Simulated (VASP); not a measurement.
# Lu (Im-3m) in VASP: further runs

One crystal, Lu, is run at these levels: RPBE, LDA, AM05+D4; tasks: single point, relaxation of the atoms.

Program: VASP 6.6.1. These are calculated values, not measurements. Logs are shortened: lines on timing, memory, paths and dates and some standing lists are left out, and cuts for length are marked.

## 1. The crystal as given

It takes space group Im-3m (No. 229, cubic). The conventional cell has a = 3.908 Å, b = 3.908 Å, c = 3.908 Å, α = 90.00°, β = 90.00°, γ = 90.00°. Lu (site symmetry m-3m) is surrounded by 8 Lu at 3.38 Å.

This isn't the form of Lu at room conditions, which is hcp.

## 2. Single point, RPBE

Input file run.py:

```python
from ase.calculators.vasp import Vasp
from ase.dft.bandgap import bandgap
from ase.io import read

atoms = read('Lu.cif', primitive_cell=True, subtrans_included=False)
calc = Vasp(
    directory='calc',
    xc='rpbe',
    pp='PBE',
    setups={'base': 'minimal'},
    prec='Accurate',
    encut=520,
    ediff=1e-06,
    ismear=0,
    sigma=0.02,
    lreal=False,
    lasph=True,
    nelm=80,
    algo='Normal',
    isif=2,
    lwave=False,
    lcharg=False,
    kpts=[10, 10, 10],
    gamma=True,
)
atoms.calc = calc

print('energy (eV):', atoms.get_potential_energy())
print('free energy (eV):', atoms.get_potential_energy(force_consistent=True))
print('forces (eV/A):')
print(atoms.get_forces())
print('stress (eV/A^3, Voigt):', atoms.get_stress())
print('Fermi level (eV):', calc.get_fermi_level())
gap, top, bottom = bandgap(calc)
print('band gap (eV):', gap, 'from (spin, k, band)', top, 'to', bottom)
```

Input file Lu.cif:

```cif
data_Lu
_cell_length_a 3.90821422
_cell_length_b 3.90821422
_cell_length_c 3.90821422
_cell_angle_alpha 90.00000000
_cell_angle_beta 90.00000000
_cell_angle_gamma 90.00000000
_space_group_name_H-M_alt 'Im-3m'
_space_group_name_Hall '-I 4 2 3'
_space_group_IT_number 229
loop_
_space_group_symop_operation_xyz
'x,y,z'
'-x,-y,-z'
'-y,x,z'
'y,-x,-z'
'-x,-y,z'
'x,y,-z'
'y,-x,z'
'-y,x,-z'
'x,-y,-z'
'-x,y,z'
'-y,-x,-z'
'y,x,z'
'-x,y,-z'
'x,-y,z'
'y,x,-z'
'-y,-x,z'
'z,x,y'
'-z,-x,-y'
'z,-y,x'
'-z,y,-x'
'z,-x,-y'
'-z,x,y'
'z,y,-x'
'-z,-y,x'
'-z,x,-y'
'z,-x,y'
'-z,-y,-x'
'z,y,x'
'-z,-x,y'
'z,x,-y'
'-z,y,x'
'z,-y,-x'
'y,z,x'
'-y,-z,-x'
'x,z,-y'
'-x,-z,y'
'-y,z,-x'
'y,-z,x'
'-x,z,y'
'x,-z,-y'
'-y,-z,x'
'y,z,-x'
'-x,-z,-y'
'x,z,y'
'y,-z,-x'
'-y,z,x'
'x,-z,y'
'-x,z,-y'
'x+1/2,y+1/2,z+1/2'
'-x+1/2,-y+1/2,-z+1/2'
'-y+1/2,x+1/2,z+1/2'
'y+1/2,-x+1/2,-z+1/2'
'-x+1/2,-y+1/2,z+1/2'
'x+1/2,y+1/2,-z+1/2'
'y+1/2,-x+1/2,z+1/2'
'-y+1/2,x+1/2,-z+1/2'
'x+1/2,-y+1/2,-z+1/2'
'-x+1/2,y+1/2,z+1/2'
'-y+1/2,-x+1/2,-z+1/2'
'y+1/2,x+1/2,z+1/2'
'-x+1/2,y+1/2,-z+1/2'
'x+1/2,-y+1/2,z+1/2'
'y+1/2,x+1/2,-z+1/2'
'-y+1/2,-x+1/2,z+1/2'
'z+1/2,x+1/2,y+1/2'
'-z+1/2,-x+1/2,-y+1/2'
'z+1/2,-y+1/2,x+1/2'
'-z+1/2,y+1/2,-x+1/2'
'z+1/2,-x+1/2,-y+1/2'
'-z+1/2,x+1/2,y+1/2'
'z+1/2,y+1/2,-x+1/2'
'-z+1/2,-y+1/2,x+1/2'
'-z+1/2,x+1/2,-y+1/2'
'z+1/2,-x+1/2,y+1/2'
'-z+1/2,-y+1/2,-x+1/2'
'z+1/2,y+1/2,x+1/2'
'-z+1/2,-x+1/2,y+1/2'
'z+1/2,x+1/2,-y+1/2'
'-z+1/2,y+1/2,x+1/2'
'z+1/2,-y+1/2,-x+1/2'
'y+1/2,z+1/2,x+1/2'
'-y+1/2,-z+1/2,-x+1/2'
'x+1/2,z+1/2,-y+1/2'
'-x+1/2,-z+1/2,y+1/2'
'-y+1/2,z+1/2,-x+1/2'
'y+1/2,-z+1/2,x+1/2'
'-x+1/2,z+1/2,y+1/2'
'x+1/2,-z+1/2,-y+1/2'
'-y+1/2,-z+1/2,x+1/2'
'y+1/2,z+1/2,-x+1/2'
'-x+1/2,-z+1/2,-y+1/2'
'x+1/2,z+1/2,y+1/2'
'y+1/2,-z+1/2,-x+1/2'
'-y+1/2,z+1/2,x+1/2'
'x+1/2,-z+1/2,y+1/2'
'-x+1/2,z+1/2,-y+1/2'
loop_
_atom_site_label
_atom_site_type_symbol
_atom_site_symmetry_multiplicity
_atom_site_Wyckoff_symbol
_atom_site_fract_x
_atom_site_fract_y
_atom_site_fract_z
_atom_site_occupancy
Lu1 Lu 2 a 0.0000000000 0.0000000000 0.0000000000 1
```

Potentials or basis: VASP PAW PBE potentials, release 64 (Lu).

Run with:

```console
> python run.py
```

Log:

```text
energy (eV): -4.05233817
free energy (eV): -4.05259184
forces (eV/A):
[[0. 0. 0.]]
stress (eV/A^3, Voigt): [-0.01097955 -0.01097955 -0.01097955 -0.         -0.         -0.        ]
Fermi level (eV): 2.39200701
band gap (eV): 0.0 from (spin, k, band) (None, None, None) to (None, None, None)
```

OUTCAR:

```text
ENCUT = 520.000000
   EDIFF = 1.00e-06
   GGA = RP
   PREC = Accurate
   ISIF = 2
   ISMEAR = 0
   NELM = 80
   LASPH = .TRUE.
   LREAL = .FALSE.

 ion  position               nearest neighbor table
   1  0.000  0.000  0.000-

  LATTYP: Found a body centered cubic cell.
 ALAT       =     3.9082142200

  Lattice vectors:

 A1 = (  -1.9541071100,   1.9541071100,   1.9541071100)
 A2 = (   1.9541071100,  -1.9541071100,   1.9541071100)
 A3 = (   1.9541071100,   1.9541071100,  -1.9541071100)

Analysis of symmetry for initial positions (statically):
=====================================================================
 Subroutine PRICEL returns:
 Original cell was already a primitive cell.

 Routine SETGRP: Setting up the symmetry group for a
 body centered cubic supercell.

 Subroutine GETGRP returns: Found 48 space group operations
 (whereof 48 operations were pure point group operations)
 out of a pool of 48 trial point group operations.

The static configuration has the point symmetry O_h .

Analysis of symmetry for dynamics (positions and initial velocities):
=====================================================================
 Subroutine PRICEL returns:
 Original cell was already a primitive cell.

 Routine SETGRP: Setting up the symmetry group for a
 body centered cubic supercell.

 Subroutine GETGRP returns: Found 48 space group operations
 (whereof 48 operations were pure point group operations)
 out of a pool of 48 trial point group operations.

The dynamic configuration has the point symmetry O_h .
[... 143 lines left out ...]
   LORBIT       =      0    0 simple, 1 ext, 2 COOP (PROOUT), +10 PAW based schemes
   GGA     = RP    functional components
   LHFCALC =     F    Hartree Fock is set to
   AEXX    =    0.0000 exact exchange contribution
   IVDW    =     0    specifies the selected vdW correction
   LEPSILON=     F    determine dielectric tensor
   LRPA    =     F    only Hartree local field effects (RPA)
 non-spin polarized calculation
 Gauss-broadening in eV      SIGMA  =   0.02
  energy-cutoff  :      520.00
  volume of cell :       29.85
 maximum number of plane-waves:       818
 NGX is ok and might be reduce to    28
   NGX = 13   NGY = 13   NGZ = 13

 number of electron      24.9999996 magnetization

 Free energy of the ion-electron system (eV)
  ---------------------------------------------------
  ext. energy  EPLUGINS =         0.00000000
  ---------------------------------------------------
  free energy    TOTEN  =        -4.05259184 eV

  energy without entropy =       -4.05208450  energy(sigma->0) =       -4.05233817

 E-fermi :   2.3920     XC(G=0): -10.4107

 val. band max:        2.3801683697   @ k =   0.4000   0.2000   0.0000
 cond. band min:       2.4004329153   @ k =   0.2000   0.2000   0.1000
 fundamental gap:      0.0202645456
 Fermi energy:         2.3920070122

 k-point     1 :       0.0000    0.0000    0.0000
  band No.  band energies     occupation
      1     -54.1243      2.00000
      2     -24.5453      2.00000
      3     -24.5453      2.00000
      4     -24.5453      2.00000
      5      -3.6968      2.00000
      6      -2.8173      2.00000
[... 737 lines left out ...]
      3     -24.8748      2.00000
      4     -24.6874      2.00000
      5      -2.8161      2.00000
      6      -2.7796      2.00000
[... 8 lines left out ...]
     15       6.7413      0.00000
     16       6.7413      0.00000

 [... further k-points ...]

------------------------ aborting loop because EDIFF is reached ----------------------------------------

  FORCE on cell =-STRESS in cart. coord.  units (eV):
  Direction    XX          YY          ZZ          XY          YZ          ZX
  --------------------------------------------------------------------------------------
  -------------------------------------------------------------------------------------
  Total        0.3277097      0.3277097      0.3277097      0.0000000      0.0000000      0.0000000
  in kB       17.5911730     17.5911730     17.5911730      0.0000000      0.0000000      0.0000000
  external PRESSURE =      17.5911730 kB  Pullay stress =       0.0000000 kB

 VOLUME and BASIS-vectors are now :
 -----------------------------------------------------------------------------
  energy-cutoff  :      520.00
  volume of cell :       29.85
      direct lattice vectors                 reciprocal lattice vectors
    -1.954107110  1.954107110  1.954107110     0.000000000  0.255871338  0.255871338
     1.954107110 -1.954107110  1.954107110     0.255871338  0.000000000  0.255871338
     1.954107110  1.954107110 -1.954107110     0.255871338  0.255871338  0.000000000

 POSITION                                       TOTAL-FORCE (eV/Angst)
 -----------------------------------------------------------------------------------
      0.00000      0.00000      0.00000         0.000000      0.000000      0.000000
 -----------------------------------------------------------------------------------
    total drift:                               -0.000000     -0.000000     -0.000000

  FREE ENERGIE OF THE ION-ELECTRON SYSTEM (eV)
  ---------------------------------------------------
  free  energy   TOTEN  =        -4.0525918361 eV

  energy  without entropy=       -4.0520844991  energy(sigma->0) =       -4.05233817
```

INCAR:

```text
ENCUT = 520.000000
SIGMA = 0.020000
EDIFF = 1.00e-06
ALGO = Normal
GGA = RP
PREC = Accurate
ISIF = 2
ISMEAR = 0
NELM = 80
LASPH = .TRUE.
LCHARG = .FALSE.
LWAVE = .FALSE.
LREAL = .FALSE.
```

Run time: 28 s. Hardware: 1 thread of Intel Xeon Platinum 8488C (Sapphire Rapids), shared host; peak memory 0.17 GiB.

Results:

```yaml
Free_energy: -4.0526 eV
Pressure: 1.8 GPa
Band_gap_on_the_k_mesh: none (metal or under the smearing width)
```

Levels at points of the mesh, in eV from the Fermi level:
| k point | band 9 | band 10 | band 11 | band 12 | band 13 | band 14 | band 15 | band 16 |
| --- | --- | --- | --- | --- | --- | --- | --- | --- |
| (0.00, 0.00, 0.00) | -5.12 | -5.12 | -5.12 | -5.11 | 2.15 | 2.15 | 2.15 | 4.31 |
| (0.50, 0.00, 0.00) | -5.13 | -5.13 | -5.11 | -2.48 | 0.37 | 0.43 | 4.08 | 5.04 |
| (0.50, 0.50, 0.50) | -5.12 | -5.12 | -5.12 | -1.46 | -1.46 | 5.56 | 5.56 | 5.56 |

Caveat: the PAW data sets were made with another functional, which shifts forces and pressure a little. The run has no spin-orbit coupling, so splittings on Lu are missing.

## 3. Single point, LDA

Input file INCAR:

```
  PREC = Accurate
  ENCUT = 520
  EDIFF = 1E-7
  ISMEAR = 0
  SIGMA = 0.1
  LREAL = F
  LASPH = T
  NELM = 60
  ALGO = Fast
  ISIF = 2
  LWAVE = F
  LCHARG = F
  GGA = CA
  NBANDS = 18
```

Input file KPOINTS:

```
regular mesh
0
Gamma
  10 10 10
```

Input file POSCAR:

```
Lu
1.0
   -1.9541071088      1.9541071088      1.9541071088
    1.9541071088     -1.9541071088      1.9541071088
    1.9541071088      1.9541071088     -1.9541071088
Lu
1
Direct
    0.0000000000      0.0000000000      0.0000000000
```

Potentials or basis: VASP PAW PBE potentials, release 64 (Lu).

Run with:

```console
> cat potpaw_PBE.64/Lu/POTCAR > POTCAR
> mpirun -np 1 vasp_std > vasp.out
```

Run time: 39 s. Hardware: 1 thread of Intel Xeon Platinum 8488C (Sapphire Rapids), shared host; peak memory 0.15 GiB.

It converged, with:

- Free energy: -4.9718 eV
- Pressure: -5.2 GPa
- Band gap on the k mesh: none (metal or under the smearing width)

Levels at points of the mesh, in eV from the Fermi level:
| k point | band 8 | band 9 | band 10 | band 11 | band 12 | band 13 | band 14 | band 15 | band 16 | band 17 |
| --- | --- | --- | --- | --- | --- | --- | --- | --- | --- | --- |
| (0.00, 0.00, 0.00) | -5.28 | -5.19 | -5.19 | -5.19 | -5.17 | 1.95 | 1.95 | 1.95 | 4.18 | 4.18 |
| (0.50, 0.00, 0.00) | -5.21 | -5.20 | -5.19 | -5.18 | -2.53 | 0.28 | 0.54 | 3.91 | 4.86 | 6.84 |
| (0.50, 0.50, 0.50) | -5.24 | -5.18 | -5.18 | -5.18 | -1.48 | -1.48 | 5.63 | 5.63 | 5.63 | 6.18 |

Caveat: the PAW data sets were made with another functional, which shifts forces and pressure a little. The run has no spin-orbit coupling, so splittings on Lu are missing.

## 4. Relaxation of the atoms, AM05+D4 (cell strained at random at fixed volume)

Input file run.py:

```python
from ase.calculators.vasp import Vasp
from ase.io import read

atoms = read('Lu.cif')
calc = Vasp(
    directory='calc',
    xc='am05',
    pp='PBE',
    setups='minimal',
    prec='Accurate',
    encut=500,
    ediff=1e-07,
    ismear=-1,
    sigma=0.1,
    lreal=False,
    lasph=True,
    nelm=80,
    algo='Fast',
    isif=2,
    lwave=False,
    lcharg=False,
    ivdw=13,
    ibrion=2,
    nsw=40,
    ediffg=-0.01,
    kpts=[10, 9, 9],
    gamma=True,
)
atoms.calc = calc

print('energy (eV):', atoms.get_potential_energy())
print('free energy (eV):', atoms.get_potential_energy(force_consistent=True))
print('forces (eV/A):')
print(atoms.get_forces())
print('stress (eV/A^3, Voigt):', atoms.get_stress())
print('Fermi level (eV):', calc.get_fermi_level())
print('cell (A, degrees):', atoms.cell.cellpar())
print('volume (A^3):', atoms.get_volume())
print('scaled positions:')
print(atoms.get_scaled_positions())
```

Input file Lu.cif:

```cif
data_Lu
_cell_length_a 3.31494585
_cell_length_b 3.37517805
_cell_length_c 3.38124680
_cell_angle_alpha 108.32699469
_cell_angle_beta 107.59554664
_cell_angle_gamma 110.36678734
_space_group_name_H-M_alt 'P1'
_space_group_name_Hall 'P 1'
_space_group_IT_number 1
loop_
_space_group_symop_operation_xyz
'x,y,z'
loop_
_atom_site_label
_atom_site_type_symbol
_atom_site_symmetry_multiplicity
_atom_site_Wyckoff_symbol
_atom_site_fract_x
_atom_site_fract_y
_atom_site_fract_z
_atom_site_occupancy
Lu1 Lu 1 a -0.0009250000 0.0059850000 0.0010510000 1
```

Potentials or basis: VASP PAW PBE potentials, release 64 (Lu).

Run with:

```console
> python run.py
```

Log:

```text
energy (eV): -4.6889014399999995
free energy (eV): -4.72385127
forces (eV/A):
[[0. 0. 0.]]
stress (eV/A^3, Voigt): [0.00895064 0.01818114 0.02284935 0.00429716 0.00295163 0.0024039 ]
Fermi level (eV): 2.15113977
cell (A, degrees): [  3.31494585   3.37517805   3.3812468  108.32699469 107.59554664
 110.36678734]
volume (A^3): 29.847299029272484
scaled positions:
[[0.999075 0.005985 0.001051]]
```

OUTCAR:

```text
ENCUT = 500.000000
   EDIFF = 1.00e-07
   EDIFFG = -1.00e-02
   GGA = AM
   PREC = Accurate
   IBRION = 2
   ISIF = 2
   ISMEAR = -1
   NELM = 80
   NSW = 40
   IVDW = 13
   LASPH = .TRUE.
   LREAL = .FALSE.

 ion  position               nearest neighbor table
   1  0.999  0.006  0.001-

  LATTYP: Found a triclinic cell.
 ALAT       =     8.7170777497
 B/A-ratio  =     0.6300954177
 C/A-ratio  =     0.3985835768
[... 661 lines left out ...]
  Total      -0.26715    -0.54266    -0.68199    -0.07175    -0.12826    -0.08810
  in kB     -14.34050   -29.12940   -36.60869    -3.85147    -6.88480    -4.72903
  external pressure =      -26.69 kB  Pullay stress =        0.00 kB

 VOLUME and BASIS-vectors are now :
 -----------------------------------------------------------------------------
  energy-cutoff  :      500.00
  volume of cell :       29.85
      direct lattice vectors                 reciprocal lattice vectors
     3.314945850  0.000000000  0.000000000     0.301664053  0.111988848  0.167925659
    -1.174658742  3.164175044  0.000000000     0.000000000  0.316038141  0.168100476
    -1.022136714 -1.513552675  2.845562292     0.000000000  0.000000000  0.351424393

 POSITION                                       TOTAL-FORCE (eV/Angst)
 -----------------------------------------------------------------------------------
      3.30377      0.01735      0.00299         0.000000      0.000000      0.000000
 -----------------------------------------------------------------------------------
    total drift:                                0.000003      0.000013     -0.000006

  FREE ENERGIE OF THE ION-ELECTRON SYSTEM (eV)
  ---------------------------------------------------
  free  energy   TOTEN  =        -4.7238512662 eV

  energy  without entropy=       -4.6539516087  energy(sigma->0) =       -4.68890144

 reached required accuracy - stopping structural energy minimisation
```

INCAR:

```text
ENCUT = 500.000000
SIGMA = 0.100000
EDIFF = 1.00e-07
EDIFFG = -1.00e-02
ALGO = Fast
GGA = AM
PREC = Accurate
IBRION = 2
ISIF = 2
ISMEAR = -1
NELM = 80
NSW = 40
IVDW = 13
LASPH = .TRUE.
LCHARG = .FALSE.
LWAVE = .FALSE.
LREAL = .FALSE.
```

It took 12 min on 1 thread of Intel Xeon Platinum 8375C at 2.90GHz (Ice Lake), shared host; peak memory 0.32 GiB.

Results:

- Free energy: -4.7239 eV
- Pressure after relaxing: -2.7 GPa
- Band gap on the k mesh: none (metal or under the smearing width)
- Dispersion energy per atom: -0.105 eV

Stress tensor (GPa, compression positive):
```
-1.43 -0.39 -0.47
-0.39 -2.91 -0.69
-0.47 -0.69 -3.66
```

Final structure:
```cif
data_structure
_symmetry_space_group_name_H-M 'P 1'
_symmetry_Int_Tables_number 1
_cell_length_a 3.3149
_cell_length_b 3.3752
_cell_length_c 3.3812
_cell_angle_alpha 108.327
_cell_angle_beta 107.596
_cell_angle_gamma 110.367
_cell_volume 29.85
loop_
_atom_site_label
_atom_site_type_symbol
_atom_site_fract_x
_atom_site_fract_y
_atom_site_fract_z
_atom_site_occupancy
Lu1 Lu 0.99908 0.00599 0.00105 1
```

Levels at points of the mesh, in eV from the Fermi level:
| k point | band 8 | band 9 | band 10 | band 11 | band 12 | band 13 | band 14 | band 15 | band 16 |
| --- | --- | --- | --- | --- | --- | --- | --- | --- | --- |
| (0.00, 0.00, 0.00) | -5.21 | -5.13 | -5.13 | -5.12 | -5.11 | 1.76 | 2.02 | 2.47 | 4.13 |
| (0.50, 0.00, 0.00) | -5.15 | -5.14 | -5.13 | -5.12 | -2.48 | 0.28 | 0.44 | 4.17 | 5.17 |

Caveat: the relaxation stopped at its first step, so nothing moved; the PAW data sets were made with another functional, which shifts forces and pressure a little; pairwise dispersion overbinds metals, which lowers pressure and volume.

## 5. For comparison

An earlier run on the cell as given: functional PBE; potentials or basis VASP PAW PBE potentials, release 64 (Lu); cutoff 520 eV; k mesh 10 × 10 × 10; occupations fermi-dirac, width 0.05 eV; no spin polarisation.

* Pressure: -0.3 GPa
* Band gap on the k mesh: none (metal or under the smearing width)

## 6. The runs side by side

| task | level | cell | k mesh | cutoff (eV) | smearing | optimiser | gap on the mesh (eV) | pressure (GPa) |
| --- | --- | --- | --- | --- | --- | --- | --- | --- |
| single point | RPBE | as given | 10 × 10 × 10 | 520 | gaussian 0.02 eV | - | none | 1.8 |
| single point | LDA | as given | 10 × 10 × 10 | 520 | gaussian 0.1 eV | - | none | -5.2 |
| relaxation of the atoms | AM05+D4 | atoms relaxed from: cell strained at random at fixed volume | 10 × 9 × 9 | 500 | fermi-dirac 0.1 eV | vasp | none | -2.7 |
| single point | PBE | as given | 10 × 10 × 10 | 520 | fermi-dirac 0.05 eV | - | none | -0.3 |

Alike in all rows: potentials or basis VASP PAW PBE potentials, release 64 (Lu); no spin polarisation.

Every run on the cell as given and a fine mesh finds a metal. The pressure there spans -5.2 GPa (LDA) to 1.8 GPa (RPBE); a positive pressure means that this level wants a larger cell, a negative one a smaller.

Caveats: the PAW data sets were made with another functional, which shifts forces and pressure a little (some runs); the relaxation stopped at its first step, so nothing moved (some runs); pairwise dispersion overbinds metals, which lowers pressure and volume (some runs).

Total energies depend on the potentials used, so only differences within one code and one set of settings carry meaning.
